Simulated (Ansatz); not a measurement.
PbS: a prediction, then the measurements

These are results of Ansatz 0.2.0, DFT PBE, scalar-relativistic, plane waves, PAW, not measurements.

Cutoff 420 eV; k points 12×12×12 on the computed 2-atom cell (Γ-centred); Gaussian smearing, width 0.02 eV; no spin polarisation.

Relaxed structure:

```yaml
crystal:
  lattice:
    - [-2.12406, 2.12406, 3.00436]
    - [2.12406, -2.12406, 3.00436]
    - [2.12406, 2.12406, -3.00436]
  atoms:
    - { symbol: Pb, position: [0.50000, 0.50000, 0.00000] }
    - { symbol: S, position: [0.00000, 0.00000, 0.00000] }
```

```json
{"Space group": "Fm-3m (No. 225)", "Volume per atom": "27.11 Å³", "Formation energy from the elements' standard states (uncorrected)": "-0.550 eV/atom", "Kohn–Sham band gap": "0.49 eV", "Orbital (Löwdin) character of the top 1 eV of the valence band": "S 3p 73 %, Pb 6s 17 %, Pb 6p 8 %", "Orbital (Löwdin) character of the lowest 1 eV of the conduction band": "Pb 6p 70 %, S 3s 15 %, S 3p 10 %", "Bader charge by site (e)": "Pb (1 in the cell) 1.00, S (1 in the cell) -1.00"}
```

Spin-orbit coupling is left out, which matters for the bands of heavy elements.

**Against measurements.**

A measured lattice constant a of PbS is 5.936 Å (300 K; a printed reference work (data compilation)); the calculated 6.008 Å exceeds it by 1.2 %. The calculation is for 0 K without zero-point motion. Measured band gap of PbS: 0.28 eV (0 K; a printed reference work (data compilation)). This calculation gives 0.49 eV (+0.21 eV). Kohn–Sham gaps of semilocal functionals fall short of measured ones as a rule; spin-orbit coupling, left out here, usually narrows the gap of heavy-element compounds and can turn the error's sign.

The cell was reached from a generator's guess, though it ends in a space group that the Crystallography Open Database lists for this formula. Löwdin shares on free-atom orbitals overweight diffuse shells in the empty bands.
